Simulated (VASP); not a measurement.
A run of VASP 6.6.1 is set up as follows.

File POSCAR:

```
CdF2
1.0
    0.0000000000      2.6969680780      2.6969680780
    2.6969680780      0.0000000000      2.6969680780
    2.6969680780      2.6969680780      0.0000000000
  Cd              F
     1     2
Direct
     0.0000000000000000    0.0000000000000000    0.0000000000000000
     0.2500000000000000    0.2500000000000000    0.2500000000000000
     0.7500000000000000    0.7500000000000000    0.7500000000000000
```

INCAR.step1

```
SYSTEM = CdF2
ALGO = Normal ; EDIFF = 1E-8
EDIFFG = -0.002 ; ENCUT = 600
GGA = PS ; IBRION = 2
ISIF = 3 ; ISMEAR = 0
KPAR = 2 ; LASPH = .TRUE.
LCHARG = .FALSE. ; LREAL = .FALSE.
LWAVE = .FALSE. ; NELM = 80
NSW = 40 ; PREC = Accurate
SIGMA = 0.03
```

File INCAR.step2:

```
SYSTEM = CdF2
ALGO = Normal ; EDIFF = 1E-8
ENCUT = 600 ; GGA = PS
IBRION = 6 ; ISIF = 2
ISMEAR = 0 ; KPAR = 2
LASPH = .TRUE. ; LCHARG = .FALSE.
LREAL = .FALSE. ; LWAVE = .FALSE.
NELM = 80 ; NFREE = 2
NSW = 1 ; POTIM = 0.015
PREC = Accurate ; SIGMA = 0.03
```

KPOINTS

```
k-points
0
G
  10 10 10
  0 0 0
```

Potentials or basis: VASP PAW PBE potentials, release 64 (Cd, F).

Command:

```sh
$ cat potpaw_PBE.64/Cd/POTCAR potpaw_PBE.64/F/POTCAR > POTCAR
$ cp INCAR.step1 INCAR
$ mpirun -np 2 vasp_std > vasp.out
$ cp CONTCAR POSCAR
$ cp INCAR.step2 INCAR
$ mpirun -np 2 vasp_std > vasp.out
```

Problem. What does it give for the highest phonon frequency at Γ, LO-TO splitting left out?

Solution. 303 cm⁻¹.

Phonon frequencies in cm⁻¹ (negative: imaginary):
| q point | frequencies |
| --- | --- |
| (0.000, 0.000, 0.000) | 0 0 0 223 223 223 303 303 303 |
